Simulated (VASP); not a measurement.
# BAs: optical spectrum of independent particles, by functional

BAs, F-43m (no. 216), 2 atoms in the cell.

| Functional | ε at zero frequency, electronic | Mean energy of the absorption, weighted by Im ε (eV) | Refractive index at 633 nm | Refractive index at 1064 nm | Direct gap on the mesh (eV) | Time (s) |
|---|---|---|---|---|---|---|
| PBE | 10.46 | 6.67 | 3.47 | 3.31 | 3.28 | 2.7 |
| HSE06 | 8.36 | 7.84 | 3.02 | 2.93 | 4.13 | 210 |
| DDH | 8.20 | 7.84 | 2.99 | 2.90 | 4.22 | 204 |
| PBE0 | 7.06 | 8.60 | 2.75 | 2.69 | 4.79 | 158 |

Limits: The 8×8×8 mesh is coarse for a spectrum: peaks stand apart that a denser mesh merges; the pull between electron and hole is left out; row 1: the onset follows the functional's gap, which semilocal functionals usually make too small.

## Input of the first row

INCAR:
```
SYSTEM = BAs
ALGO     = Normal         ! electronic algorithm
CSHIFT   = 0.1          
EDIFF    = 1E-7           ! SCF threshold, eV
ENCUT    = 370            ! plane-wave cutoff, eV
GGA      = PE             ! functional
ISMEAR   = 0              ! smearing method
KPAR     = 4            
LASPH    = .TRUE.         ! aspherical terms in the spheres
LCHARG   = .FALSE.        ! write CHGCAR
LOPTICS  = .TRUE.         ! frequency-dependent dielectric function
LWAVE    = .TRUE.         ! write WAVECAR
NBANDS   = 20             ! bands
NEDOS    = 2000           ! points of the DOS
PREC     = Accurate       ! precision mode
SIGMA    = 0.02           ! smearing width, eV
```

KPOINTS:
```
k-points
0
Gamma
  8 8 8
```

POSCAR:
```
BAs
1.0
    0.0000000000      2.3885000000      2.3885000000
    2.3885000000      0.0000000000      2.3885000000
    2.3885000000      2.3885000000      0.0000000000
As B
1 1
Direct
    0.7500000000      0.7500000000      0.7500000000
    0.0000000000      0.0000000000      0.0000000000
```

Commands:
```
cat potpaw_PBE.64/As/POTCAR potpaw_PBE.64/B/POTCAR > POTCAR
mpirun -np 4 vasp_std > vasp.out
```

VASP 6.6.1 took 2.7 s on 4 cores (Intel Xeon 6975P-C (Granite Rapids)), a shared host.
